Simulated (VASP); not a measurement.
The system is Mg.

```
CELL_PARAMETERS angstrom
3.20930 0.00000 0.00000
-1.60465 2.77934 0.00000
0.00000 0.00000 5.21030
ATOMIC_POSITIONS crystal
Mg 0.66667 0.33333 0.75000
Mg 0.33333 0.66667 0.25000
```

```yaml
Program: VASP 6.6.1
Task: relaxation of cell and atoms
Functional: PBEsol
Potentials_or_basis: VASP PAW PBE potentials, release 64 (Mg)
Cutoff: 600 eV
k_mesh: 10 × 10 × 5
Occupations: fermi-dirac, width 0.05 eV
Spin: no spin polarisation
```

At the start: pressure -1.1 GPa; volume 23.24 Å³/atom.

**Question.** How do energy, volume and symmetry change on relaxing?

**Answer.** Over 7 steps the energy falls by 4.8 meV/atom and the volume is 22.55 Å³/atom (-3.0 %); space group P6_3/mmc (No. 194, to 0.05 Å).

Step by step:
```
step  energy change (eV)  largest force (eV/Å)  pressure (GPa)  volume (Å³)
   1              0.0000                0.0000           -1.10        46.47
   2             -0.0065                0.0000           -0.28        45.41
   3             -0.0076                0.0000            0.23        44.80
   4             -0.0091                0.0000            0.23        44.83
   5             -0.0094                0.0000            0.22        44.84
   6             -0.0094                0.0000            0.22        44.84
   7             -0.0096                0.0000            0.01        45.09
```

Final structure:
```yaml
crystal:
  lattice:
    - [3.14696, 0.00000, 0.00000]
    - [-1.57348, 2.72535, 0.00000]
    - [0.00000, 0.00000, 5.25789]
  atoms:
    - { symbol: Mg, position: [0.66667, 0.33333, 0.75000] }
    - { symbol: Mg, position: [0.33333, 0.66667, 0.25000] }
```

Caveat: the PAW data sets were made with another functional, which shifts forces and pressure a little.
